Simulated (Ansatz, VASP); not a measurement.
## AlRu (RuAl strained to the junction's net): VASP beside Ansatz

One calculation is typed for both programs; each brings its own data sets. How far apart do they land? The cell is generated by rule, not measured, and may not be a known phase. The structure shown is the end of the Ansatz relaxation below.

Main program and level: Ansatz 0.2.0; plane waves, with VASP 6.6.1 beside it; single point at PBE.

The structure was built from a prototype and need not be the compound's stable phase.

## (1) Set-up

It takes space group P4/mmm (No. 123, tetragonal). The conventional cell has a = 3.118 Å, b = 3.118 Å, c = 2.912 Å, α = 90.00°, β = 90.00°, γ = 90.00°. Nearest to Ru lie 8 Al at 2.64 Å and 2 Ru at 2.91 Å. Al has 8 Ru at 2.64 Å and 2 Al at 2.91 Å nearest. Farther neighbours are not listed.

## (2) Ansatz: relaxation, PBE

Ansatz runs on its default PAW (the set named soft_2) files.

This run makes the geometry at which the two programs are then compared.

input.yaml

```yaml
crystal:
  lattice:
    - [3.118, 0.0, 0.0]
    - [0.0, 3.118, 0.0]
    - [0.0, 0.0, 2.9174]
  atoms:
    - { symbol: Ru, position: [0.0, 0.0, 0.0] }
    - { symbol: Al, position: [0.5, 0.5, 0.5] }
kpoints:
  mp_grid: { grid: [12, 12, 11] }
scf:
  occupations: { method: fermi_dirac, width: 0.1 }
  max_iter: 150
hamiltonian:
  xc: pbe
relax:
  f_tol: 0.01
  max_steps: 40
  cell: { fix: [a, b, angles] }
```

Command:

```console
$ ansatz run input.yaml --threads 4 --pin off --max-ram 12288MiB --backend cpu --events-out ev --progress --plain --runs-dir out
```

Numbers of over 12 decimals in the logs are rounded to 6 here.

What it wrote:

```text
Engine: ansatz 0.2.0, aarch64-unknown-linux-gnu
Pseudopotentials: kind: paw
Pseudopotential: Ru, paw, valence charge 16, recommended cutoff 420 eV (normal), Ru.paw.azcp
Pseudopotential: Al, paw, valence charge 3, recommended cutoff 420 eV (normal), Al.paw.azcp
Functional definition: PBE
  parameter kappa = 0.804
  parameter beta = 0.066725
  exchange = pbe_x(kappa = kappa, mu = beta*pi^2/3)
  correlation = pbe_c(beta = beta)
Crystal: 2 atoms, lattice volume = 28.363 Å³
Basis set: ecut = 420 eV, 553 PW (Γ), exchange–correlation on 48×48×40 points (8 copies of the dense FFT grid, shifted against one another)
Bands: 14, of which v1, the nominal top of the filled ones, is band 10 counted from 1 (9 counted from 0)
Symmetry: 16 space group operations
Space group: P4/mmm (ITA 123), of the structure as read, at distance tolerance 3.0e-5 Å
k-points: 168 of 1584
Non-local potential: Ru, projectors of the file, l = 0: 3, l = 1: 2, l = 2: 2, l = 3: 1
Non-local potential: Al, projectors of the file, l = 0: 2, l = 1: 2, l = 2: 1
PAW form: soft (Blöchl's): semilocal exchange-correlation on the pseudo side does not see the compensation charge
PAW one-centre angular grid: Ru, 590 points (default); XC on 64 Gauss nodes
PAW one-centre angular grid: Al, 110 points (default); XC on 64 Gauss nodes
Initial density: superposition of atomic densities (neutral atoms: chi_scale 0, normalization atom), corrected by the library's trained network
Initial wavefunctions: pseudopotential atomic-orbital guess
Functional: x = pbe(κ = 0.804, μ = 0.219515), c = pbe(β = 0.066725)
SCF iter   1: F=—  HF=-6417.422899 eV  |F-HF|=—  |Δ(HF+E_count)|=         —  Δρ=3.90e-3  dr2=4.80e-3  ethr=1.77e-3  ⟨swp⟩=5.0  Hψ=12546  notcnv=0
preconditioner: auto → none  [metal: Δε(μ)=0.006 eV  Ē_g=8.402 eV  σ=0.100 eV  W_gap=0.01  n_scr=6 (ndim 8)  ℏωp=23.1 eV  f_vac=0.000  D(μ)=1.57/eV (n_scr^D=18)  sad-step TF]
SCF iter   2: F=—  HF=-6417.422374 eV  |F-HF|=—  |Δ(HF+E_count)|=   5.25e-4  Δρ=2.31e-3  dr2=2.00e-3  ethr=2.52e-5  ⟨swp⟩=2.0  Hψ=3904  notcnv=0
SCF iter   3: F=—  HF=-6417.422035 eV  |F-HF|=—  |Δ(HF+E_count)|=   3.40e-4  Δρ=2.50e-4  dr2=1.53e-5  ethr=1.05e-5  ⟨swp⟩=2.1  Hψ=2996  notcnv=0
SCF iter   4: F=—  HF=-6417.422034 eV  |F-HF|=—  |Δ(HF+E_count)|=   1.08e-6  Δρ=8.16e-5  dr2=5.43e-7  ethr=8.05e-8  ⟨swp⟩=2.0  Hψ=3926  notcnv=0
SCF iter   5: F=—  HF=-6417.422034 eV  |F-HF|=—  |Δ(HF+E_count)|=   4.09e-7  Δρ=2.61e-5  dr2=1.67e-7  ethr=2.86e-9  ⟨swp⟩=2.0  Hψ=3857  notcnv=0
SCF iter   6: F=-6417.422034 eV  HF=-6417.422034 eV  |F-HF|=5.08e-10  |Δ(HF+E_count)|=   4.58e-8  Δρ=3.45e-6  dr2=9.67e-10  ethr=5.26e-10  ⟨swp⟩=4.0  Hψ=7049  notcnv=0
SCF 1 converged in 6 iterations: F = -6417.422034 eV  dr2 = 9.67e-10
  greatest PAW one-centre occupation: 0.998 electrons in one spin orbital (limit 2), on the Ru atom at site 0 (counted from 0), in its partial waves of l = 0
relax step   1: F+E_penalty+E_count = -6417.42203395 eV  Δ(F+E_penalty+E_count) = +0.000e0 eV  max|allowed force component| = 6.163e-31 eV/Å  Δτ_max = 0.0000 Å  P = -7.750 GPa  Ω = 28.363 Å³  fix = [a, b, alpha, beta, gamma]  reactions: a -11.303, b -11.303 GPa  (6 SCF iters, dr2 threshold 1.00e-7 eV, accepted)
[...]
relax step   2: F+E_penalty+E_count = -6417.42215408 eV  Δ(F+E_penalty+E_count) = -1.201e-4 eV  max|allowed force component| = 3.451e-31 eV/Å  Δτ_max = 0.0000 Å  P = -7.212 GPa  Ω = 28.279 Å³  energy of the carried Pulay correction = +3.324e-5 eV  fix = [a, b, alpha, beta, gamma]  reactions: a -10.976, b -10.976 GPa  (6 SCF iters, dr2 threshold 2.00e-7 eV, accepted)
[...]
relax step   3: F+E_penalty+E_count = -6417.42216983 eV  Δ(F+E_penalty+E_count) = -1.575e-5 eV  max|allowed force component| = 3.944e-31 eV/Å  Δτ_max = 0.0000 Å  P = -7.390 GPa  Ω = 28.307 Å³  energy of the carried Pulay correction = +2.232e-5 eV  fix = [a, b, alpha, beta, gamma]  reactions: a -11.084, b -11.084 GPa  (6 SCF iters, dr2 threshold 2.00e-7 eV, accepted)
[...]
relax step   4: F+E_penalty+E_count = -6417.42214591 eV  Δ(F+E_penalty+E_count) = +2.393e-5 eV  max|allowed force component| = 8.628e-31 eV/Å  Δτ_max = 0.0000 Å  P = -7.390 GPa  Ω = 28.307 Å³  fix = [a, b, alpha, beta, gamma]  reactions: a -11.084, b -11.084 GPa  stress off target by 3.14e-3 GPa on what of the cell is left free  SCF on the basis re-selected at this cell (its energy is not comparable with the rows above)  (8 SCF iters)
basis re-selected at this cell: Δ(F+E_penalty+E_count) = +2.393e-5 eV, ΔP = -0.000 GPa vs the last step (what re-selecting the basis moved, of the pressure what is left beyond the Pulay correction that the steps carried, after the strain that the cell walked since its last selection, with what the two solves' SCF thresholds leave and, on support functions, any second-order correction that the steps lacked; it is no m [...]
SCF converged after 8 iterations
Free energy (F): -6417.422146 eV
Harris-Foulkes:  -6417.422146 eV  (|F-HF|=1.82e-12)
Internal energy: -6417.369942 eV  (E = F + TS)
E sigma→0 (E₀):  -6417.396044 eV
Entropy (-TS):   -0.052203 eV (-26.102 meV/atom)
Fermi energy:    15.112121 eV
--- Per-component energies (eV) ---
  E_band       = -137.897554
  E_kinetic    = 540.452385
  E_local      = -1854.827519  (includes V_loc(G=0)·N_el)
  E_nonlocal   = 354.344319
  E_hartree    = 658.980720
  E_xc         = -231.077968
  E_vxc        = -269.200341  (∫ρ·V_xc dr)
  E_paw        = -3928.986545  (= ΣΔE_a)
  E_vpaw       = -226.627663  (= ΣTr[D̂ρ^β])
  E_aug_tail   = -0.000173  (compensation charges beyond the density's cutoff)
  E_ewald      = -1956.255160
  E_smearing   = -0.052203  (= −TS)
  E_closure    = 0.000000  (closes the sum)
  Σ components = -6417.422146   (vs F -6417.422146, Δ=0.00e0)
--- Forces (eV/Å), atoms counted from 1 ---
  atom   1  Ru    -0.00000000     0.00000000     0.00000000
  atom   2  Al     0.00000000     0.00000000     0.00000000
  max |Σ_I F_I| component: 1.48e-31 eV/Å
--- Stress (GPa, compression-positive) ---
      -11.083974       0.000000       0.000000
        0.000000     -11.083974       0.000000
        0.000000       0.000000      -0.003144
  P = ⅓ Tr σ = -7.3904 GPa (-73.904 kbar)
--- Relaxed structure (3 steps of the walk, 3 accepted, 1 SCFs on fresh bases) ---
  F+E_penalty+E_count = -6417.42214591 eV   max|allowed force component| = 8.628e-31 eV/Å   (the final SCF, on the basis selected at the relaxed cell)
  cell:  # Å, volume = 28.3067 Å³
    - [3.118, 0.0, 0.0]
    - [0.0, 3.118, 0.0]
    - [0.0, 0.0, 2.911636]
  atoms:
    - { symbol: Ru, position: [0, 0, 0.0] }
    - { symbol: Al, position: [0.5, 0.5, 0.5] }
```

## (3) VASP: single point, PBE

The same cell, functional, mesh and smearing now go to VASP, with its own data sets.

Lines of VASP's logs that name or quote its potential files are left out, and so is its time.

INCAR

```
SYSTEM = AlRu
PREC = Accurate
ENCUT = 500
EDIFF = 1E-06
NELM = 120
ISMEAR = -1
SIGMA = 0.1
LREAL = .FALSE.
ALGO = Normal
GGA = PE
NBANDS = 14
LASPH = .TRUE.
LORBIT = 11
LWAVE = .FALSE.
LCHARG = .FALSE.
ISIF = 2
GGA_COMPAT = .FALSE.
```

POSCAR

```
AlRu
1.0
    3.1180000000      0.0000000000      0.0000000000
    0.0000000000      3.1180000000      0.0000000000
    0.0000000000      0.0000000000      2.9116356069
Ru Al
1 1
Direct
    0.0000000000      0.0000000000      0.0000000000
    0.5000000000      0.5000000000      0.5000000000
```

KPOINTS

```
Automatic mesh
0
Gamma
12 12 11
0 0 0
```

PAW data sets: Ru_pv and Al (PBE family, release 64).

Command:

```console
$ mpirun -np 1 vasp_std
```

What it wrote:

```text
[banner, memory and clock lines left out]
running    1 mpi-ranks, on    1 nodes
 distrk:  each k-point on    1 cores,    1 groups
 distr:  one band on    1 cores,    1 groups

 POSCAR found type information on POSCAR RuAl
 POSCAR found :  2 types and       2 ions
 LDA part: xc-table for (Slater+PW92), standard interpolation
 POSCAR, INCAR and KPOINTS ok, starting setup
 FFT: planning ... GRIDC
 FFT: planning ... GRID_SOFT
 FFT: planning ... GRID
 WAVECAR not read
 entering main loop
       N       E                     dE             d eps       ncg     rms          rms(c)
DAV:   1     0.109030866839E+03    0.10903E+03   -0.89573E+03  4768   0.109E+03
DAV:   2    -0.129933548917E+02   -0.12202E+03   -0.11682E+03  5202   0.306E+02
DAV:   3    -0.148492287814E+02   -0.18559E+01   -0.18396E+01  5916   0.398E+01
DAV:   4    -0.148649740627E+02   -0.15745E-01   -0.15740E-01  5562   0.374E+00
DAV:   5    -0.148653608975E+02   -0.38683E-03   -0.38682E-03  6728   0.490E-01    0.109E+01
DAV:   6    -0.143151956247E+02    0.55017E+00   -0.27235E+00  4890   0.186E+01    0.230E+00
DAV:   7    -0.142297661884E+02    0.85429E-01   -0.25034E-01  4890   0.582E+00    0.183E+00
DAV:   8    -0.142138151894E+02    0.15951E-01   -0.21256E-02  5676   0.133E+00    0.195E-01
DAV:   9    -0.142136220736E+02    0.19312E-03   -0.52914E-04  6202   0.171E-01    0.121E-01
DAV:  10    -0.142136125143E+02    0.95593E-05   -0.51219E-05  5730   0.786E-02    0.787E-03
DAV:  11    -0.142136108452E+02    0.16691E-05   -0.43210E-06  5970   0.215E-02    0.701E-03
DAV:  12    -0.142136106358E+02    0.20948E-06   -0.15581E-07  3876   0.413E-03
   1 F= -.14213611E+02 E0= -.14187503E+02  d E =-.522143E-01
```

Parts of OUTCAR (step 3):

```text
ion  position               nearest neighbor table
   1  0.000  0.000  0.000-   2 2.64   2 2.64   2 2.64   2 2.64   2 2.64   2 2.64   2 2.64   2 2.64

  LATTYP: Found a simple tetragonal cell.
 ALAT       =     3.1180000000
 C/A-ratio  =     0.9338151401

 Subroutine GETGRP returns: Found 16 space group operations
 (whereof 16 operations were pure point group operations)

The static configuration has the point symmetry D_4h.

 Found    168 irreducible k-points:

   k-points           NKPTS =    168   k-points in BZ     NKDIM =    168   number of bands    NBANDS=     14

   dimension x,y,z NGX =    24 NGY =   24 NGZ =   24
   dimension x,y,z NGXF=    48 NGYF=   48 NGZF=   48

   ENCUT  =  500.0 eV  36.75 Ry    6.06 a.u.   5.68  5.68  5.31*2*pi/ulx,y,z

   NELECT =      17.0000    total number of electrons

 k-points in reciprocal lattice and weights: Automatic mesh
   0.00000000  0.00000000  0.00000000       0.001
   0.08333333  0.00000000  0.00000000       0.003
   0.16666667  0.00000000  0.00000000       0.003
   0.25000000  0.00000000  0.00000000       0.003
   0.33333333  0.00000000  0.00000000       0.003
   0.41666667  0.00000000  0.00000000       0.003
   0.50000000  0.00000000  0.00000000       0.001
   0.08333333  0.08333333  0.00000000       0.003
   0.16666667  0.08333333  0.00000000       0.005
[...]
0.50000000  0.41666667  0.45454545       0.005
   0.50000000  0.50000000  0.45454545       0.001

 average (electrostatic) potential at core
       1 -68.8917       2 -69.4963

 E-fermi :  10.0039

 k-point     1 :       0.0000    0.0000    0.0000
  band No.  band energies     occupation
    ...
      3     -31.7448      2.00000
      4       0.5937      2.00000
      5       6.6586      2.00000
      6       6.6630      2.00000
      7       9.8464      1.65714
      8      10.2792      0.11983
      9      10.2792      0.11983
     10      15.0985      0.00000
     11      15.0985      0.00000
     12      17.1823      0.00000
    ...

 k-point     2 :       0.0833    0.0000    0.0000
  band No.  band energies     occupation
    ...
      3     -31.7442      2.00000
      4       0.7154      2.00000
      5       6.6812      2.00000
      6       6.7011      2.00000
      7       9.6925      1.91493
      8      10.1695      0.32063
      9      10.2913      0.10695
     10      14.5475      0.00000
     11      15.3603      0.00000
     12      17.3954      0.00000
    ...

 k-point     3 :       0.1667    0.0000    0.0000
  band No.  band energies     occupation
    ...
      4       1.0744      2.00000
      5       6.6983      2.00000
      6       6.8100      2.00000
      7       9.3234      1.99779
      8       9.8927      1.50526
      9      10.3245      0.07793
     10      13.4468      0.00000
     11      16.0527      0.00000
     12      17.9826      0.00000
     13      19.5423      0.00000
    ...

  Total       -1.9665071     -1.9665071     -0.0062051      0.0000000      0.0000000      0.0000000
  in kB     -111.3055585   -111.3055585     -0.3512109      0.0000000      0.0000000      0.0000000
  external PRESSURE =     -74.3207759 kB  Pullay stress =       0.0000000 kB

  energy-cutoff  :      500.00
  volume of cell :       28.31
      direct lattice vectors                 reciprocal lattice vectors
     3.118000000  0.000000000  0.000000000     0.320718409  0.000000000  0.000000000
     0.000000000  3.118000000  0.000000000     0.000000000  0.320718409  0.000000000
     0.000000000  0.000000000  2.911635607     0.000000000  0.000000000  0.343449571

 POSITION                                       TOTAL-FORCE (eV/Angst)
 -----------------------------------------------------------------------------------
      0.00000      0.00000      0.00000         0.000000      0.000000      0.000000
      1.55900      1.55900      1.45582         0.000000      0.000000      0.000000
 -----------------------------------------------------------------------------------
    total drift:                               -0.000000      0.000000      0.000000

  FREE ENERGIE OF THE ION-ELECTRON SYSTEM (eV)
  ---------------------------------------------------
  free  energy   TOTEN  =       -14.2136106358 eV

  energy  without entropy=      -14.1613963425  energy(sigma->0) =      -14.18750349

 total charge
# of ion       s       p       d       tot
------------------------------------------
    1        0.320   6.219   6.153  12.692
    2        0.384   0.394   0.000   0.778
--------------------------------------------------
tot          0.705   6.613   6.153  13.471

[... 3 further parts left out ...]
```

The run ends at a pressure of -7.43 GPa.

## (4) Differences

Known differences besides the potentials themselves: the data sets hold 19 valence electrons in Ansatz (on its default PAW (the set named soft_2) files) and 17 in VASP; the cutoff is 420 eV in Ansatz and 500 eV in VASP; Ansatz's pressure holds a Pulay correction, VASP's none. Total energies have different zeros and are not compared.

Compared:

| quantity | Ansatz | VASP | difference |
| --- | --- | --- | --- |
| pressure (GPa) | -7.39 | -7.43 | +0.04 |

## (5) What came out

- difference in pressure (single point, PBE): 0.042 GPa

The difference in pressure is 0.042 GPa (single point, PBE), within the 1 GPa picked in this series as the mark of a large difference. The data sets hold unlike numbers of valence electrons (19 in Ansatz and 17 in VASP), so part of the differences comes from the potentials. Such differences can come from data sets, numerical settings and the points named under the comparisons, not from the functional's error against experiment.

[Lines on the potential files, build, host, timing and source positions are cut from VASP's logs without a mark.]

[Logs are printed without paths, hosts, clocks, repeated set-up lines and the standing remarks that a program may print on its own settings, such as how far it seeks lower states.]

[Hosts, paths, dates, database ids (printed as entryN), source tags and the programs' standing remarks are cut or masked in the printed files.]
